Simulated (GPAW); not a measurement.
Write an ASE script for GPAW 26.7.0 that does the following.

| Item | Value |
| --- | --- |
| Task | relaxation of cell and atoms |
| Functional | revPBE |
| Dispersion | D4 |
| Potentials or basis | the program's PAW data sets (release 1.2.1) made for this functional |
| Cutoff | 600 eV |
| Basis | pw |
| k mesh | 8 × 8 × 8 |
| Occupations | fermi-dirac, width 0.05 eV |
| Spin | no spin polarisation |
| Target pressure | -1 GPa |
| Maxiter | 150 |
| Optimizer | BFGS |
| Fmax | 0.02 eV/Å |
| Max steps | 60 |
| Target pressure | -1 GPa |
| Convergence | density=1e-05 forces=0.0001 |

Crystal: Ge.

```
Ge
1.0
     0.00000    2.82891    2.82891
     2.82891    0.00000    2.82891
     2.82891    2.82891    0.00000
Ge
2
Direct
  0.75000 0.75000 0.75000
  0.50000 0.50000 0.50000
```

One way to write it, as run:

run.py

```python
from ase import Atoms
from ase.calculators.mixing import SumCalculator
from ase.filters import FrechetCellFilter
from ase.io import write
from ase.optimize import BFGS
from ase.units import GPa
from dftd4.ase import DFTD4
from gpaw import GPAW, PW

atoms = Atoms(['Ge', 'Ge'],
              cell=[[0.0, 2.82891, 2.82891],
                    [2.82891, 0.0, 2.82891],
                    [2.82891, 2.82891, 0.0]],
              scaled_positions=[[0.75, 0.75, 0.75],
                                [0.5, 0.5, 0.5]],
              pbc=True)

calc = GPAW(mode=PW(600),
            xc='revPBE',
            kpts={'size': (8, 8, 8), 'gamma': True},
            occupations={'name': 'fermi-dirac', 'width': 0.05},
            nbands=11,
            convergence={'density': 1e-05, 'forces': 0.0001},
            maxiter=150,
            txt='gpaw.txt')
atoms.calc = SumCalculator([calc, DFTD4(method='revpbe')])
opt = BFGS(FrechetCellFilter(atoms, scalar_pressure=-1 * GPa), trajectory='relax.traj', logfile='-')
done = opt.run(fmax=0.02, steps=60)
calc.write('gs.gpw')
write('result.traj', atoms)
print('Converged:', done)
print('Cell:', atoms.cell.cellpar().round(4))
print('Volume:', round(atoms.get_volume(), 4))
print(atoms.get_scaled_positions().round(5))
```

Potentials or basis: the program's PAW data sets (release 1.2.1) made for this functional, pw.

Launch:

```console
$ OMP_NUM_THREADS=1 python run.py
```

Results of the run:

```yaml
Relaxed_volume: 23.36 Å³/atom
Relaxed_cell: a = 4.043 Å, b = 4.043 Å, c = 4.043 Å, α = 60.00°, β = 60.00°, γ = 60.00°
Space_group_after_relaxing_to_0.05_Å: Fd-3m (No. 227)
Energy_change_on_relaxing_the_enthalpy_is_what_falls: -0.4 meV/atom
Ionic_steps: 3
Pressure_after_relaxing: -0.9 GPa
Band_gap_on_the_k_mesh: none (metal or under the smearing width)
Dispersion_energy_per_atom: -0.522 eV
```

Caveat: later steps reuse the first step's grids; pairwise dispersion overbinds metals, which lowers pressure and volume; this crystal is a semiconductor, whose small gap the functional closes, so the metal is an error of the method.

Run time: 30 s on 1 thread of Arm Neoverse V1, with other jobs on the host, peak memory 0.17 GiB.
